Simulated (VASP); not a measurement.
# BiTe (Fm-3m) in VASP: further runs

The runs below take BiTe through single point, relaxation of cell and atoms, with PBE.

Everything below comes from runs of VASP 6.6.1. Logs are shortened: lines on timing, memory, paths and dates and some standing lists are left out, and cuts for length are marked.

### Step 1. The crystal as given

The structure is cubic, space group Fm-3m (No. 225). Conventional cell: a = 6.502 Å, b = 6.502 Å, c = 6.502 Å, α = 90.00°, β = 90.00°, γ = 90.00°. Bi (site symmetry m-3m) is surrounded by 6 Te at 3.25 Å. Te (site symmetry m-3m) has 6 Bi at 3.25 Å as nearest neighbours.

### Step 2. Single point, PBE

INCAR reads:

```
PREC     = Accurate       # precision mode
ENCUT    = 520            # plane-wave cutoff, eV
EDIFF    = 1E-6           # SCF threshold, eV
ISMEAR   = 0              # smearing method
SIGMA    = 0.1            # smearing width, eV
LREAL    = False          # projectors in reciprocal space
LASPH    = True           # aspherical terms in the spheres
NELM     = 100            # most SCF steps
ALGO     = Normal         # electronic algorithm
ISIF     = 2              # what is computed and relaxed
LWAVE    = False          # write WAVECAR
LCHARG   = True           # write CHGCAR
GGA      = PE             # functional
LELF     = True           # ELF
LVHAR    = True         
NBANDS   = 18             # bands
```

KPOINTS reads:

```
Automatic mesh
0
Gamma
  12 12 12
```

POSCAR reads:

```
BiTe
1.0
    0.0000000000      3.2511939987      3.2511939987
    3.2511939987      0.0000000000      3.2511939987
    3.2511939987      3.2511939987      0.0000000000
Bi Te
1 1
Direct
    0.0000000000      0.0000000000      0.0000000000
    0.5000000000      0.5000000000      0.5000000000
```

Potentials or basis: VASP PAW PBE potentials, release 64 (Bi_d, Te).

Started as:

```
$ cat potpaw_PBE.64/Bi_d/POTCAR potpaw_PBE.64/Te/POTCAR > POTCAR
$ mpirun -np 1 vasp_std > vasp.out
```

OUTCAR:

```text
PREC = Accurate
   ENCUT = 520
   EDIFF = 1E-6
   ISMEAR = 0
   LREAL = False
   LASPH = True
   NELM = 100
   ISIF = 2
   GGA = PE

 ion  position               nearest neighbor table
   1  0.000  0.000  0.000-   2 3.25   2 3.25   2 3.25   2 3.25   2 3.25   2 3.25
   2  0.500  0.500  0.500-   1 3.25   1 3.25   1 3.25   1 3.25   1 3.25   1 3.25

  LATTYP: Found a face centered cubic cell.
 ALAT       =     6.5023879974

  Lattice vectors:

 A1 = (   0.0000000000,   3.2511939987,   3.2511939987)
 A2 = (   3.2511939987,   0.0000000000,   3.2511939987)
 A3 = (   3.2511939987,   3.2511939987,   0.0000000000)

Analysis of symmetry for initial positions (statically):
=====================================================================
 Subroutine PRICEL returns:
 Original cell was already a primitive cell.

 Routine SETGRP: Setting up the symmetry group for a
 face centered cubic supercell.

 Subroutine GETGRP returns: Found 48 space group operations
 (whereof 48 operations were pure point group operations)
 out of a pool of 48 trial point group operations.

The static configuration has the point symmetry O_h .

Analysis of symmetry for dynamics (positions and initial velocities):
=====================================================================
 Subroutine PRICEL returns:
 Original cell was already a primitive cell.

 Routine SETGRP: Setting up the symmetry group for a
 face centered cubic supercell.

 Subroutine GETGRP returns: Found 48 space group operations
 (whereof 48 operations were pure point group operations)
 out of a pool of 48 trial point group operations.

The dynamic configuration has the point symmetry O_h .

 Subroutine INISYM returns: Found 48 space group operations
 (whereof 48 operations are pure point group operations),
 and found     1 'primitive' translations

----------------------------------------------------------------------------------------

                                     Primitive cell

  volume of cell :      68.7319

  direct lattice vectors                    reciprocal lattice vectors
     0.000000000  3.251193999  3.251193999    -0.153789654  0.153789654  0.153789654
     3.251193999  0.000000000  3.251193999     0.153789654 -0.153789654  0.153789654
     3.251193999  3.251193999  0.000000000     0.153789654  0.153789654 -0.153789654

  length of vectors
     4.597882647  4.597882647  4.597882647     0.266371494  0.266371494  0.266371494

  position of ions in fractional coordinates (direct lattice)
     0.000000000  0.000000000  0.000000000
[... 79 lines left out ...]
   LREAL  =      F    real-space projection
   EDIFFG = 0.1E-04   stopping-criterion for IOM
   NSW    =      0    number of steps for IOM
   IBRION =     -1    ionic relax: 0-MD 1-quasi-New 2-CG
   NFREE  =      0    steps in history (QN), initial steepest desc. (CG)
   ISIF   =      2    stress and relaxation
   ISYM   =      2    0-nonsym 1-usesym 2-fastsym
   POTIM  = 0.5000    time-step for ionic-motion
   TEBEG  =    0.0;   TEEND  =   0.0 temperature during run
   PSTRESS=    0.0 pullay stress
   NELECT =      21.0000    total number of electrons
   NUPDOWN=      -1.0000    fix difference up-down
   EMIN   =  10.00;   EMAX   =-10.00  energy-range for DOS
   EFERMI =   0.00;   METHOD = LEGACY
   ISMEAR =     0;   SIGMA  =   0.10  broadening in eV -4-tet -1-fermi 0-gaus
   EFERMI_NEDOS =   21; number of points for ismear=-14 and -15
   IALGO  =     38    algorithm
   IMIX   =      4    mixing-type and parameters
     AMIX     =   0.40;   BMIX     =  1.00
     AMIX_MAG =   1.60;   BMIX_MAG =  1.00
  volume/ion in A,a.u.               =      34.37       231.91
  Fermi-wavevector in a.u.,A,eV,Ry     =   1.102626  2.083662 16.541758  1.215785
  Thomas-Fermi vector in A             =   2.239072
   LORBIT       =      0    0 simple, 1 ext, 2 COOP (PROOUT), +10 PAW based schemes
   GGA     = PE    functional components
   LHFCALC =     F    Hartree Fock is set to
   AEXX    =    0.0000 exact exchange contribution
   IVDW    =     0    specifies the selected vdW correction
   LEPSILON=     F    determine dielectric tensor
   LRPA    =     F    only Hartree local field effects (RPA)
 non-spin polarized calculation
 Gauss-broadening in eV      SIGMA  =   0.10
  energy-cutoff  :      520.00
  volume of cell :       68.73
 maximum number of plane-waves:      1874
 NGX is ok and might be reduce to    36
   NGX = 17   NGY = 17   NGZ = 17

 number of electron      20.9999996 magnetization

 Free energy of the ion-electron system (eV)
  ---------------------------------------------------
  ext. energy  EPLUGINS =         0.00000000
  ---------------------------------------------------
  free energy    TOTEN  =        -7.17939662 eV

  energy without entropy =       -7.17289855  energy(sigma->0) =       -7.17614758

 E-fermi :   6.4627     XC(G=0):  -9.3681

 val. band max:        6.4452736459   @ k =  -0.2500   0.2500   0.0000
 cond. band min:       6.4996443040   @ k =   0.2500   0.1667   0.0000
 fundamental gap:      0.0543706581
 Fermi energy:         6.4626655492

 k-point     1 :       0.0000    0.0000    0.0000
  band No.  band energies     occupation
      1     -16.6742      2.00000
      2     -16.6742      2.00000
      3     -16.6720      2.00000
      4     -16.6720      2.00000
      5     -16.6720      2.00000
      6      -6.9518      2.00000
[... 481 lines left out ...]
      5     -16.6653      2.00000
      6      -5.0148      2.00000
[... 10 lines left out ...]
     17      15.8959      0.00000
     18      17.0793      0.00000

 [... further k-points ...]

------------------------ aborting loop because EDIFF is reached ----------------------------------------

  FORCE on cell =-STRESS in cart. coord.  units (eV):
  Direction    XX          YY          ZZ          XY          YZ          ZX
  --------------------------------------------------------------------------------------
  -------------------------------------------------------------------------------------
  Total       -0.0385595     -0.0385595     -0.0385595      0.0000000      0.0000000     -0.0000000
  in kB       -0.8988417     -0.8988417     -0.8988417      0.0000000      0.0000000     -0.0000000
  external PRESSURE =      -0.8988417 kB  Pullay stress =       0.0000000 kB

 VOLUME and BASIS-vectors are now :
 -----------------------------------------------------------------------------
  energy-cutoff  :      520.00
  volume of cell :       68.73
      direct lattice vectors                 reciprocal lattice vectors
     0.000000000  3.251193999  3.251193999    -0.153789654  0.153789654  0.153789654
     3.251193999  0.000000000  3.251193999     0.153789654 -0.153789654  0.153789654
     3.251193999  3.251193999  0.000000000     0.153789654  0.153789654 -0.153789654

 POSITION                                       TOTAL-FORCE (eV/Angst)
 -----------------------------------------------------------------------------------
      0.00000      0.00000      0.00000         0.000000      0.000000     -0.000000
      3.25119      3.25119      3.25119        -0.000000      0.000000      0.000000
 -----------------------------------------------------------------------------------
    total drift:                               -0.000000      0.000000      0.000000

  FREE ENERGIE OF THE ION-ELECTRON SYSTEM (eV)
  ---------------------------------------------------
  free  energy   TOTEN  =        -7.1793966203 eV

  energy  without entropy=       -7.1728985469  energy(sigma->0) =       -7.17614758
```

OSZICAR:

```text
N       E                     dE             d eps       ncg     rms          rms(c)
DAV:   1     0.160650264702E+03    0.16065E+03   -0.97679E+03  2600   0.112E+03
DAV:   2     0.528879665443E+01   -0.15536E+03   -0.15081E+03  2774   0.307E+02
DAV:   3    -0.684711667321E+01   -0.12136E+02   -0.12013E+02  3142   0.903E+01
DAV:   4    -0.718940034254E+01   -0.34228E+00   -0.34142E+00  3202   0.160E+01
DAV:   5    -0.720394556596E+01   -0.14545E-01   -0.14544E-01  3428   0.315E+00    0.625E+00
DAV:   6    -0.717504128389E+01    0.28904E-01   -0.10230E-01  3678   0.193E+00    0.384E+00
DAV:   7    -0.717935950958E+01   -0.43182E-02   -0.27148E-02  2856   0.850E-01    0.623E-01
DAV:   8    -0.717926567149E+01    0.93838E-04   -0.40315E-03  3250   0.426E-01    0.112E-01
DAV:   9    -0.717939570208E+01   -0.13003E-03   -0.39474E-04  2954   0.120E-01    0.424E-02
DAV:  10    -0.717939639037E+01   -0.68828E-06   -0.14597E-05  3498   0.234E-02    0.289E-02
DAV:  11    -0.717939662028E+01   -0.22992E-06   -0.86042E-06  2824   0.179E-02
   1 F= -.71793966E+01 E0= -.71761476E+01  d E =-.649807E-02
```

stdout:

```text
POSCAR found type information on POSCAR BiTe
 POSCAR found :  2 types and       2 ions
 scaLAPACK will be used
 LDA part: xc-table for (Slater+PW92), standard interpolation
 POSCAR, INCAR and KPOINTS ok, starting setup
 FFT: planning ... GRIDC
 FFT: planning ... GRID_SOFT
 FFT: planning ... GRID
 WAVECAR not read
 entering main loop
```

It took 33 s on 1 thread of Intel Xeon Platinum 8488C (Sapphire Rapids), shared host; peak memory 0.26 GiB.

Results:

```yaml
Free_energy: -7.1794 eV
Pressure: -0.1 GPa
Band_gap_on_the_k_mesh: none (metal or under the smearing width)
```

Levels at points of the mesh, in eV from the Fermi level:
| k point | band 7 | band 8 | band 9 | band 10 | band 11 | band 12 | band 13 | band 14 |
| --- | --- | --- | --- | --- | --- | --- | --- | --- |
| (0.00, 0.00, 0.00) | -8.18 | -2.50 | -2.50 | -2.50 | 2.13 | 2.13 | 2.13 | 4.70 |
| (0.50, 0.00, 0.00) | -11.19 | -1.88 | -1.88 | -1.60 | -0.80 | -0.59 | -0.59 | 7.30 |
| (0.50, 0.50, 0.00) | -9.94 | -5.55 | -3.94 | -3.94 | 2.31 | 3.53 | 3.53 | 4.85 |

Caveat: spin-orbit coupling is left out, which moves the levels of the heavy elements.

[end of part 1 of 2]
